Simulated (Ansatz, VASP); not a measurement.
## One calculation of NaF, two programs

```
Na F
1.0
     0.00000    2.32000    2.32000
     2.32000    0.00000    2.32000
     2.32000    2.32000    0.00000
Na F
1 1
Direct
  0.97000 0.97000 0.03000
  0.53000 0.53000 0.47000
```

Change from the starting cell: shortest bond scaled by 0.88, LAPW.

Alike in both runs: task single point; functional PBEsol; k mesh 9 × 9 × 9; occupations fermi-dirac, width 0.03 eV; no spin polarisation.

|  | VASP | Ansatz |
| --- | --- | --- |
| version | VASP 6.6.1 | Ansatz 0.2.0 |
| potentials or method | VASP PAW PBE potentials, release 64 (Na_pv, F), cutoff 520 eV | all-electron LAPW, scalar-relativistic |

|  | VASP | Ansatz | Ansatz less VASP |
| --- | --- | --- | --- |
| gap on the k mesh at the Fermi level (eV) | 6.14 | 6.16 | +0.016 |
| pressure (GPa) | 2.2 | 2.2 | 0.00 |
| largest component of the traceless stress (GPa) | 6.39 | 6.11 | -0.282 |
| rms of the force components (eV/Å) | 0.549 | 0.526 | -0.0234 |

Atom by atom the forces differ by 0.023 eV/Å (rms over components). Ansatz ran all-electron here, so the differences hold the error of VASP's frozen core and of both bases.

Caveats: the PAW data sets were made with another functional, which shifts forces and pressure a little (VASP); an odd mesh through Γ misses points on the zone boundary, where band edges often lie.
